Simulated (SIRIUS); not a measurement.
A run of SIRIUS 7.12.0 is set up as follows.

The input sirius.json:

```json
{
  "control": {
    "processing_unit": "cpu",
    "std_evp_solver_name": "lapack",
    "gen_evp_solver_name": "lapack",
    "verbosity": 2,
    "print_forces": true,
    "ortho_rf": true,
    "use_second_variation": true,
    "rmt_max": 3.0,
    "num_bands_to_print": 24,
    "save_wf": true
  },
  "parameters": {
    "electronic_structure_method": "full_potential_lapwlo",
    "xc_functionals": ["XC_LDA_X", "XC_LDA_C_PW"],
    "core_relativity": "dirac",
    "valence_relativity": "iora",
    "num_fv_states": 33,
    "smearing": "fermi_dirac",
    "smearing_width": 0.0018374661,
    "pw_cutoff": 20,
    "gk_cutoff": 3.58,
    "lmax_apw": 10,
    "lmax_rho": 8,
    "lmax_pot": 8,
    "num_mag_dims": 0,
    "auto_rmt": 0,
    "ngridk": [8, 8, 8],
    "shiftk": [0, 0, 0],
    "num_dft_iter": 80,
    "energy_tol": 1e-07,
    "density_tol": 1e-05,
    "use_symmetry": true
  },
  "settings": {"tol_ne": 1e-10},
  "iterative_solver": {"type": "exact"},
  "mixer": {"type": "anderson", "beta": 0.5, "max_history": 8},
  "unit_cell": {
    "lattice_vectors": [
      [-6.2841789508, 6.2841789508, 3.6327824033],
      [6.2841789508, -6.2841789508, 3.6327824033],
      [6.2841789508, 6.2841789508, -3.6327824033]
    ],
    "atom_types": ["Si"],
    "atom_files": {"Si": "Si.json"},
    "atoms": {
      "Si": [
        [0.82119894, 0.17880106, 0.0],
        [0.17880106, 0.82119894, 0.0],
        [0.82119894, 0.82119894, 0.64239788],
        [0.17880106, 0.17880106, 0.35760212]
      ]
    }
  }
}
```

Si.json

```json
{
  "name": "silicon",
  "symbol": "Si",
  "number": 14,
  "mass": 28.0855,
  "rmin": 1e-06,
  "rmt": 2.18,
  "nrmt": 800,
  "rinf": 17.42,
  "core": "1s",
  "valence": [
    {"basis": [{"enu": -0.03, "dme": 0, "n": 0, "auto": 0}, {"enu": -0.03, "dme": 1, "n": 0, "auto": 0}]},
    {"l": 0, "n": 1, "basis": [{"enu": -0.0033, "dme": 0, "n": 0, "auto": 0}]},
    {"l": 1, "n": 2, "basis": [{"enu": 0.07, "dme": 0, "n": 0, "auto": 0}]},
    {"l": 2, "n": 3, "basis": [{"enu": 0.07, "dme": 0, "n": 0, "auto": 0}]},
    {"l": 3, "n": 4, "basis": [{"enu": 0.07, "dme": 0, "n": 0, "auto": 0}]}
  ],
  "lo": [
    {
      "l": 0,
      "basis": [{"enu": -0.0033, "dme": 0, "n": 0, "auto": 0}, {"enu": -0.0033, "dme": 1, "n": 0, "auto": 0}]
    },
    {
      "l": 0,
      "basis": [{"enu": -4.8707, "dme": 0, "n": 2, "auto": 1}, {"enu": -4.8707, "dme": 1, "n": 2, "auto": 1}]
    },
    {
      "l": 0,
      "basis": [{"enu": -4.8707, "dme": 1, "n": 2, "auto": 1}, {"enu": -0.0033, "dme": 0, "n": 0, "auto": 0}]
    },
    {
      "l": 0,
      "basis": [{"enu": -0.0033, "dme": 0, "n": 0, "auto": 0}, {"enu": 3.3635, "dme": 0, "n": 0, "auto": 0}]
    },
    {"l": 1, "basis": [{"enu": 0.07, "dme": 0, "n": 0, "auto": 0}, {"enu": 0.07, "dme": 1, "n": 0, "auto": 0}]},
    {
      "l": 1,
      "basis": [{"enu": -3.2898, "dme": 0, "n": 2, "auto": 1}, {"enu": -3.2898, "dme": 1, "n": 2, "auto": 1}]
    },
    {
      "l": 1,
      "basis": [{"enu": -3.2898, "dme": 1, "n": 2, "auto": 1}, {"enu": 0.07, "dme": 0, "n": 0, "auto": 0}]
    },
    {"l": 1, "basis": [{"enu": 0.07, "dme": 0, "n": 0, "auto": 0}, {"enu": 3.9417, "dme": 0, "n": 0, "auto": 0}]},
    {"l": 2, "basis": [{"enu": 0.07, "dme": 0, "n": 0, "auto": 0}, {"enu": 0.07, "dme": 1, "n": 0, "auto": 0}]},
    {"l": 2, "basis": [{"enu": 0.07, "dme": 1, "n": 0, "auto": 0}, {"enu": 0.07, "dme": 2, "n": 0, "auto": 0}]},
    {"l": 2, "basis": [{"enu": 0.07, "dme": 0, "n": 0, "auto": 0}, {"enu": 3.3526, "dme": 0, "n": 0, "auto": 0}]},
    {"l": 3, "basis": [{"enu": 0.07, "dme": 0, "n": 0, "auto": 0}, {"enu": 0.07, "dme": 1, "n": 0, "auto": 0}]}
  ],
  "free_atom": [... radial grid and density of the free atom, the start of the SCF ...]
}
```

sirius_start.json

```json
{
  "control": {
    "processing_unit": "cpu",
    "std_evp_solver_name": "lapack",
    "gen_evp_solver_name": "lapack",
    "verbosity": 1,
    "print_forces": false,
    "ortho_rf": true,
    "use_second_variation": true,
    "rmt_max": 3.0,
    "num_bands_to_print": 24,
    "save_wf": false
  },
  "parameters": {
    "electronic_structure_method": "full_potential_lapwlo",
    "xc_functionals": ["XC_LDA_X", "XC_LDA_C_PW"],
    "core_relativity": "dirac",
    "valence_relativity": "iora",
    "num_fv_states": 33,
    "smearing": "fermi_dirac",
    "smearing_width": 0.0055123983,
    "pw_cutoff": 20,
    "gk_cutoff": 2.86,
    "lmax_apw": 10,
    "lmax_rho": 8,
    "lmax_pot": 8,
    "num_mag_dims": 0,
    "auto_rmt": 0,
    "ngridk": [3, 3, 3],
    "shiftk": [0, 0, 0],
    "num_dft_iter": 30,
    "energy_tol": 0.01,
    "density_tol": 0.05,
    "use_symmetry": true
  },
  "settings": {"tol_ne": 1e-10},
  "iterative_solver": {"type": "exact"},
  "mixer": {"type": "anderson", "beta": 0.5, "max_history": 8},
  "unit_cell": {
    "lattice_vectors": [
      [-6.2841789508, 6.2841789508, 3.6327824033],
      [6.2841789508, -6.2841789508, 3.6327824033],
      [6.2841789508, 6.2841789508, -3.6327824033]
    ],
    "atom_types": ["Si"],
    "atom_files": {"Si": "Si.json"},
    "atoms": {
      "Si": [
        [0.82119894, 0.17880106, 0.0],
        [0.17880106, 0.82119894, 0.0],
        [0.82119894, 0.82119894, 0.64239788],
        [0.17880106, 0.17880106, 0.35760212]
      ]
    }
  }
}
```

Contents of sirius_bands.json:

```json
{
  "control": {
    "processing_unit": "cpu",
    "std_evp_solver_name": "lapack",
    "gen_evp_solver_name": "lapack",
    "verbosity": 2,
    "print_forces": true,
    "ortho_rf": true,
    "use_second_variation": true,
    "rmt_max": 3.0,
    "num_bands_to_print": 24,
    "save_wf": true
  },
  "parameters": {
    "electronic_structure_method": "full_potential_lapwlo",
    "xc_functionals": ["XC_LDA_X", "XC_LDA_C_PW"],
    "core_relativity": "dirac",
    "valence_relativity": "iora",
    "num_fv_states": 33,
    "smearing": "fermi_dirac",
    "smearing_width": 0.0018374661,
    "pw_cutoff": 20,
    "gk_cutoff": 3.58,
    "lmax_apw": 10,
    "lmax_rho": 8,
    "lmax_pot": 8,
    "num_mag_dims": 0,
    "auto_rmt": 0,
    "ngridk": [8, 8, 8],
    "shiftk": [0, 0, 0],
    "num_dft_iter": 80,
    "energy_tol": 1e-07,
    "density_tol": 1e-05,
    "use_symmetry": true
  },
  "settings": {"tol_ne": 1e-10},
  "iterative_solver": {"type": "exact"},
  "mixer": {"type": "anderson", "beta": 0.5, "max_history": 8},
  "unit_cell": {
    "lattice_vectors": [
      [-6.2841789508, 6.2841789508, 3.6327824033],
      [6.2841789508, -6.2841789508, 3.6327824033],
      [6.2841789508, 6.2841789508, -3.6327824033]
    ],
    "atom_types": ["Si"],
    "atom_files": {"Si": "Si.json"},
    "atoms": {
      "Si": [
        [0.82119894, 0.17880106, 0.0],
        [0.17880106, 0.82119894, 0.0],
        [0.82119894, 0.82119894, 0.64239788],
        [0.17880106, 0.17880106, 0.35760212]
      ]
    }
  },
  "kpoints_rel": {
    "G": [0.0, 0.0, 0.0],
    "M": [-0.5, 0.5, 0.5],
    "N": [0.0, 0.5, 0.0],
    "P": [0.25, 0.25, 0.25],
    "X": [0.0, 0.0, 0.5],
    "Z": [0.3335452363, 0.3335452363, -0.3335452363],
    "Z1": [-0.3335452363, 0.6664547637, 0.3335452363]
  },
  "kpoints_path": ["G", "X", "M", "G", "Z", "P", "N", "Z1", "M"]
}
```

Potentials or basis: all-electron FP-LAPW, apw+lo standard.

Launch:

```sh
$ OMP_NUM_THREADS=1 sirius.scf --input=sirius_start.json --output=start.json
$ OMP_NUM_THREADS=1 sirius.scf --input=sirius.json --output=output.json --task=1
$ OMP_NUM_THREADS=1 sirius.scf --input=sirius_bands.json --output=bands_out.json --task=2
```

(1) Estimate the band gap along the path.

(2) Estimate the largest force.

(3) Estimate the band gap on the k mesh.

Results:

(1) 0.15 eV, indirect (least direct gap 0.29 eV).

(2) 0.025 eV/Å.

(3) 0.15 eV, indirect (least direct gap 0.29 eV).
